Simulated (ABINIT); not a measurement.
# Ti (Fm-3m) in ABINIT: notebook

Runs on Ti. Level: PBEsol. Tasks: single point.

Program: ABINIT 10.8.3 (patched build). These are calculated values, not measurements. Logs are shortened: lines on timing, memory, paths and dates and some standing lists are left out, and cuts for length are marked. The log counts tension as positive stress, the text compression.

### 1 The cell of the first run

Symmetry: Fm-3m, No. 225, cubic system. The conventional cell has a = 4.060 Å, b = 4.060 Å, c = 4.060 Å, α = 90.00°, β = 90.00°, γ = 90.00°. Around Ti (site symmetry m-3m) lie 12 Ti at 2.87 Å.

This isn't the form of Ti at room conditions, which is hcp.

### 2 Single point, PBEsol, 16.73 Å³/atom (uniaxial strain of 0 %)

The input, run.abi:

```
# Pseudopotentials
pp_dirpath "./"
pseudos "Ti.GGA_PBE-JTH.xml"

# Structure
acell 2.8708535316 2.8708535316 2.8708535316 Angstrom
rprim
     0.0000000000     0.7071067812     0.7071067812
     0.7071067812     0.0000000000     0.7071067812
     0.7071067812     0.7071067812     0.0000000000
ntypat 1
znucl 22
natom 1
typat 1
xred
     0.0000000000     0.0000000000     0.0000000000

# Plane-wave basis
ecut 15.0
pawecutdg 30.0
pawxcdev 0

# k points
kptopt 1
ngkpt 11 11 11
nshiftk 1
shiftk 0.0 0.0 0.0

# Exchange and correlation
ixc -116133

# Bands and occupations
nband 10
occopt 3
tsmear 0.00183747

# SCF cycle
nstep 100
tolvrs 1.0e-9

# Output
iomode 3
prtwf 0
prtden 0
prteig 0
prtebands 0
enunit 1
```

Potentials or basis: JTH PAW PBE v2.0.

Command:

```bash
abinit run.abi > log 2>&1
```

run.abo:

```text
.Version 10.8.3 of ABINIT
 Symmetries : space group Fm -3 m (#225); Bravais cF (face-center cubic)
================================================================================
 Values of the parameters that define the memory need of the present run
     intxc =       0    ionmov =       0      iscf =      17    lmnmax =      18
     lnmax =       6     mgfft =      20  mpssoang =       3    mqgrid =    3001
     natom =       1  nloc_mem =       2    nspden =       1   nspinor =       1
    nsppol =       1      nsym =      48    n1xccc =       1    ntypat =       1
    occopt =       3   xclevel =       2
       mpw =         322          nfft =        8000          nkpt =          56
 PAW method is used; the additional fine FFT grid is defined by:
   mgfftf=        30    nfftf =     27000
================================================================================
================================================================================

--------------------------------------------------------------------------------
------------- Echo of variables that govern the present computation ------------
--------------------------------------------------------------------------------
 -outvars: echo values of preprocessed input variables --------
            acell      5.4251269223E+00  5.4251269223E+00  5.4251269223E+00 Bohr
              amu      4.78800000E+01
             ecut      1.50000000E+01 Hartree
           enunit           1
                       outvar_i_n : Printing only first  50 k-points.
              ixc     -116133
                       outvar_i_n : Printing only first  50 k-points.
         kptrlatt       11    0    0      0   11    0      0    0   11
          kptrlen      5.96763961E+01
            natom           1
            nband          10
            ngfft          20      20      20
          ngfftdg          30      30      30
             nkpt          56
            nstep         100
             nsym          48
           ntypat           1
                       prtocc : prtvol=0, do not print more k-points.
           occopt           3
        pawecutdg      3.00000000E+01 Hartree
         pawxcdev           0
           prtden           0
        prtebands           0
           prteig           0
            prtwf           0
            rprim      0.0000000000E+00  7.0710678120E-01  7.0710678120E-01
                       7.0710678120E-01  0.0000000000E+00  7.0710678120E-01
                       7.0710678120E-01  7.0710678120E-01  0.0000000000E+00
          spgroup         225
           tolvrs      1.00000000E-09
           tsmear      1.83747000E-03 Hartree
            typat      1
           useylm           1
                       outvars : Printing only first  50 k-points.
            znucl       22.00000

================================================================================

 chkinp: Checking input parameters for consistency.

================================================================================
== DATASET  1 ==================================================================

--- !DatasetInfo
iteration_state: {dtset: 1, }
dimensions: {natom: 1, nkpt: 56, mband: 10, nsppol: 1, nspinor: 1, nspden: 1, mpw: 322, }
cutoff_energies: {ecut:  15.0, pawecutdg:  30.0, }
electrons: {nelect:   1.20000000E+01, charge:   0.00000000E+00, occopt:   3.00000000E+00, tsmear:   1.83747000E-03, }
meta: {optdriver: 0, ionmov: 0, optcell: 0, iscf: 17, paral_kgb: 0, }
...

 Real(R)+Recip(G) space primitive vectors, cartesian coordinates (Bohr,Bohr^-1):
 R(1)=  0.0000000  3.8361440  3.8361440  G(1)= -0.1303392  0.1303392  0.1303392
 R(2)=  3.8361440  0.0000000  3.8361440  G(2)=  0.1303392 -0.1303392  0.1303392
 R(3)=  3.8361440  3.8361440  0.0000000  G(3)=  0.1303392  0.1303392 -0.1303392
 Unit cell volume ucvol=  1.1290540E+02 bohr^3
 Angles (23,13,12)=  6.00000000E+01  6.00000000E+01  6.00000000E+01 degrees

 Coarse grid specifications (used for wave-functions):

 getcut: wavevector=  0.0000  0.0000  0.0000  ngfft=  20  20  20
         ecut(hartree)=     15.000   => boxcut(ratio)=   2.11451

 Fine grid specifications (used for densities):

 getcut: wavevector=  0.0000  0.0000  0.0000  ngfft=  30  30  30
         ecut(hartree)=     30.000   => boxcut(ratio)=   2.24527

 getcut : COMMENT -
  Note that boxcut > 2.2 ; recall that boxcut=Gcut(box)/Gcut(sphere) = 2
  is sufficient for exact treatment of convolution.
  Such a large boxcut is a waste : you could raise ecut
  e.g. ecut=   37.809113 Hartrees makes boxcut=2

--- Pseudopotential description ------------------------------------------------
- pspini: atom type   1  psp file is ./Ti.GGA_PBE-JTH.xml
 Pseudopotential format is: paw10
 basis_size (lnmax)=  6 (lmn_size= 18), orbitals=   0   0   1   1   2   2
 Spheres core radius: rc_sph= 2.30802695
 Shapefunction is BESSEL type: shapef(r,l)=aa(1,l)*jl(q(1,l)*r)+aa(2,l)*jl(q(2,l)*r)
 Radius for shape functions =  2.01037111
 Compensation charge density is not taken into account in XC energy/potential

   3.05946380E+02                                ecore*ucvol(ha*bohr**3)
--------------------------------------------------------------------------------

================================================================================

--- !BeginCycle
iteration_state: {dtset: 1, }
solver: {iscf: 17, nstep: 100, nline: 4, wfoptalg: 10, }
tolerances: {tolvrs: 1.00E-09, }
...

     iter   Etot(hartree)      deltaE(h)  residm     nres2
 ETOT  1  -57.844403825413    -5.784E+01 7.065E+00 5.786E+00
 ETOT  2  -58.598253241284    -7.538E-01 8.341E-02 2.093E+00
 ETOT  3  -58.590772904315     7.480E-03 1.364E-02 6.040E-02
 ETOT  4  -58.591012169797    -2.393E-04 2.839E-03 7.729E-03
 ETOT  5  -58.591034019643    -2.185E-05 1.255E-03 1.700E-04
 ETOT  6  -58.591034218119    -1.985E-07 5.774E-05 2.303E-05
 ETOT  7  -58.591034166690     5.143E-08 6.178E-05 2.041E-07
 ETOT  8  -58.591034167512    -8.216E-10 2.525E-05 1.347E-08
 ETOT  9  -58.591034167584    -7.256E-11 1.456E-04 1.550E-09
 ETOT 10  -58.591034167580     3.844E-12 3.155E-05 1.016E-10

 At SCF step   10       nres2   =  1.02E-10 < tolvrs=  1.00E-09 =>converged.

 Cartesian components of stress tensor (hartree/bohr^3)
  sigma(1 1)=  9.47894476E-06  sigma(3 2)=  0.00000000E+00
  sigma(2 2)=  9.47894476E-06  sigma(3 1)=  0.00000000E+00
  sigma(3 3)=  9.47894476E-06  sigma(2 1)=  0.00000000E+00

--- !ResultsGS
iteration_state: {dtset: 1, }
comment   : Summary of ground state results
lattice_vectors:
- [  0.0000000,   3.8361440,   3.8361440, ]
- [  3.8361440,   0.0000000,   3.8361440, ]
- [  3.8361440,   3.8361440,   0.0000000, ]
lattice_lengths: [   5.42513,    5.42513,    5.42513, ]
lattice_angles: [ 60.000,  60.000,  60.000, ] # degrees, (23, 13, 12)
lattice_volume:   1.1290540E+02
convergence: {deltae:  3.844E-12, res2:  1.016E-10, residm:  3.155E-05, diffor: null, }
etotal    :  -5.85910342E+01
entropy   :   0.00000000E+00
fermie    :   2.88589509E-01
cartesian_stress_tensor: # hartree/bohr^3
- [  9.47894476E-06,   0.00000000E+00,   0.00000000E+00, ]
- [  0.00000000E+00,   9.47894476E-06,   0.00000000E+00, ]
- [  0.00000000E+00,   0.00000000E+00,   9.47894476E-06, ]
pressure_GPa:  -2.7888E-01
xred      :
- [  0.0000E+00,   0.0000E+00,   0.0000E+00, Ti]
cartesian_forces: # hartree/bohr
- [ -0.00000000E+00,  -0.00000000E+00,  -0.00000000E+00, ]
force_length_stats: {min:   0.00000000E+00, max:   0.00000000E+00, mean:   0.00000000E+00, }
...

 Integrated electronic density in atomic spheres:
 ------------------------------------------------
 Atom  Sphere_radius  Integrated_density
    1        2.30803         10.19893990

================================================================================

 ----iterations are completed or convergence reached----

 Mean square residual over all n,k,spin=   66.804E-09; max=  31.545E-06
 reduced coordinates (array xred) for    1 atoms
       0.000000000000      0.000000000000      0.000000000000
 rms dE/dt=  0.0000E+00; max dE/dt=  0.0000E+00; dE/dt below (all hartree)
    1       0.000000000000      0.000000000000      0.000000000000

 cartesian coordinates (angstrom) at end:
    1      0.00000000000000     0.00000000000000     0.00000000000000

 cartesian forces (hartree/bohr) at end:
    1     -0.00000000000000    -0.00000000000000    -0.00000000000000
 frms,max,avg= 0.0000000E+00 0.0000000E+00   0.000E+00  0.000E+00  0.000E+00 h/b

 cartesian forces (eV/Angstrom) at end:
    1     -0.00000000000000    -0.00000000000000    -0.00000000000000
 frms,max,avg= 0.0000000E+00 0.0000000E+00   0.000E+00  0.000E+00  0.000E+00 e/A
 length scales=  5.425126922319  5.425126922319  5.425126922319 bohr
              =  2.870853531600  2.870853531600  2.870853531600 angstroms
 Fermi (or HOMO) energy (eV) =   7.85292   Average Vxc (eV)= -11.29910
 Eigenvalues (   eV  ) for nkpt=  56  k points:
 kpt#   1, nband= 10, wtk=  0.00075, kpt=  0.0000  0.0000  0.0000 (reduced coord)
 -48.50971  -24.43140  -24.43140  -24.43140    1.67946    8.76078    8.76078    8.76078
  10.47899   10.47899
 prteigrs : prtvol=0 or 1, do not print more k-points.

--- !EnergyTerms
iteration_state     : {dtset: 1, }
comment             : Components of total free energy in Hartree
kinetic             :  7.75404837577832E+00
hartree             :  1.12234509226218E+01
xc                  : -3.21746454642071E+00
Ewald energy        : -4.30262871087557E+01
psp_core            :  2.70975862394385E+00
local_psp           : -3.38661304889538E+01
PAW spherical_terms : -1.68001355243005E-01
internal            : -5.85906255770292E+01
'-kT*entropy'       : -4.02197904252094E-04
total_energy        : -5.85910277749334E+01
total_energy_eV     : -1.59434308733271E+03
...

--- !EnergyTermsDC
iteration_state     : {dtset: 1, }
comment             : '"Double-counting" decomposition of free energy'
band_energy         : -8.09700236110382E+00
Ewald energy        : -4.30262871087557E+01
psp_core            :  2.70975862394385E+00
xc_dc               : -1.08250114676032E+01
PAW spherical_terms :  6.47910343842730E-01
internal            : -5.85906319696761E+01
'-kT*entropy'       : -4.02197904252094E-04
total_energy_dc     : -5.85910341675804E+01
total_energy_dc_eV  : -1.59434326128550E+03
...

--- !EnergyTermsWithPAWCore
iteration_state     : {dtset: 1, }
comment             : 'Components of total free energy, including PAW core contributions'
Total energy        : -8.52861663155927E+02
Total energy DC     : -8.52861669548574E+02
Total energy (eV)   : -2.32075481305257E+04
Total energy DC (eV): -2.32075483044784E+04
...

 Cartesian components of stress tensor (hartree/bohr^3)
  sigma(1 1)=  9.47894476E-06  sigma(3 2)=  0.00000000E+00
  sigma(2 2)=  9.47894476E-06  sigma(3 1)=  0.00000000E+00
  sigma(3 3)=  9.47894476E-06  sigma(2 1)=  0.00000000E+00

-Cartesian components of stress tensor (GPa)         [Pressure= -2.7888E-01 GPa]
- sigma(1 1)=  2.78880183E-01  sigma(3 2)=  0.00000000E+00
- sigma(2 2)=  2.78880183E-01  sigma(3 1)=  0.00000000E+00
- sigma(3 3)=  2.78880183E-01  sigma(2 1)=  0.00000000E+00

== END DATASET(S) ==============================================================
================================================================================

 -outvars: echo values of variables after computation  --------
            acell      5.4251269223E+00  5.4251269223E+00  5.4251269223E+00 Bohr
           etotal     -5.8591034168E+01
            fcart     -0.0000000000E+00 -0.0000000000E+00 -0.0000000000E+00
            rprim      0.0000000000E+00  7.0710678120E-01  7.0710678120E-01
                       7.0710678120E-01  0.0000000000E+00  7.0710678120E-01
                       7.0710678120E-01  7.0710678120E-01  0.0000000000E+00
           strten      9.4789447559E-06  9.4789447559E-06  9.4789447559E-06
                       0.0000000000E+00  0.0000000000E+00  0.0000000000E+00
 Calculation completed.
```

It took 6.5 s on 1 thread of Intel Xeon Platinum 8488C (Sapphire Rapids), shared host; peak memory 0.09 GiB.

What came out:

```
Free energy                                           : -1594.3433 eV
Pressure                                              : -0.3 GPa
Band gap on the k mesh                                : none (metal or under the smearing width)
Valence electrons inside the program's atomic spheres : Ti 10.20 (radii [1.2214] Å)
```

Caveat: the PAW data sets were made with another functional, which shifts forces and pressure a little.

### 3 Single point, PBEsol, 16.40 Å³/atom (uniaxial strain of -2 %)

run.abi, as its differences from that of step 2:

```diff
@@ -5,6 +5,6 @@
 # Structure
-acell 2.8708535316 2.8708535316 2.8708535316 Angstrom
+acell 2.8422899852 2.8422899852 2.8708535316 Angstrom
 rprim
-     0.0000000000     0.7071067812     0.7071067812
-     0.7071067812     0.0000000000     0.7071067812
+     0.0000000000     0.7142128391     0.6999285824
+     0.7142128391     0.0000000000     0.6999285824
      0.7071067812     0.7071067812     0.0000000000
@@ -16,2 +16,5 @@
      0.0000000000     0.0000000000     0.0000000000
+chkprim 0
+chksymtnons 0
+tolsym 1.0e-6
```

Potentials or basis: JTH PAW PBE v2.0.

Command:

```bash
abinit run.abi > log 2>&1
```

Wall time 9.6 s (1 thread of Intel Xeon Platinum 8488C (Sapphire Rapids), shared host); peak memory 0.1 GiB.

The run converged. Its results:

* Free energy: -1594.3404 eV
* Pressure: 2.1 GPa
* Band gap on the k mesh: none (metal or under the smearing width)
* Valence electrons inside the program's atomic spheres: Ti 10.24 (radii [1.2214] Å)

Caveat: the PAW data sets were made with another functional, which shifts forces and pressure a little.
